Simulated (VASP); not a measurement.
Input of a VASP 6.6.1 run:

Contents of INCAR:

```
  ALGO = Fast
  EDIFF = 1E-6
  ENCUT = 520
  GGA = PE
  ISIF = 2
  ISMEAR = -1
  LASPH = T
  LCHARG = F
  LREAL = Auto
  LWAVE = F
  NBANDS = 42
  NELM = 60
  PREC = Accurate
  SIGMA = 0.1
```

Contents of KPOINTS:

```
k-points
0
Gamma
  2 2 2
```

POSCAR

```
Mg8S7
1.0
    0.0000000000      5.2477720000      5.2477720000
    5.2477720000      0.0000000000      5.2477720000
    5.2477720000      5.2477720000      0.0000000000
Mg S
8 7
Direct
    0.0295150971     -0.0095458606     -0.0109658918
    0.0010858894     -0.0369241461      0.5358257752
    0.0016635631      0.5357023895     -0.0368455413
   -0.0317039307      0.5116483719      0.5103386733
    0.4905122593     -0.0093410118     -0.0107013986
    0.5003705382      0.0577724223      0.4429585546
    0.5002364813      0.4445160727      0.0564094629
    0.5088631899      0.5124125057      0.5110275370
    0.2352793719      0.2505700514      0.2493445790
    0.2417425910      0.2740446803      0.7421149394
    0.2420271879      0.7433692813      0.2722794550
    0.7660107947      0.2503597717      0.2493307636
    0.7591231098      0.2251511689      0.7561523252
    0.7593699764      0.7573759874      0.2233659351
    0.5027015274      0.7479745690      0.7461583697
```

Potentials or basis: VASP PAW PBE potentials, release 64 (Mg, S).

Launch:

```sh
$ cat potpaw_PBE.64/Mg/POTCAR potpaw_PBE.64/S/POTCAR > POTCAR
$ mpirun -np 1 vasp_std > vasp.out
```

Problem. Estimate the pressure.

Solution. 0.9 GPa.

Problem. Estimate the largest force.

Solution. 0.050 eV/Å.

Stress tensor (GPa, compression positive):
```
 0.85  0.00  0.00
 0.00  0.94 -2.34
 0.00 -2.34  0.95
```

Caveat: the k mesh is coarse (spacing up to 0.52 Å⁻¹), so the values aren't converged.
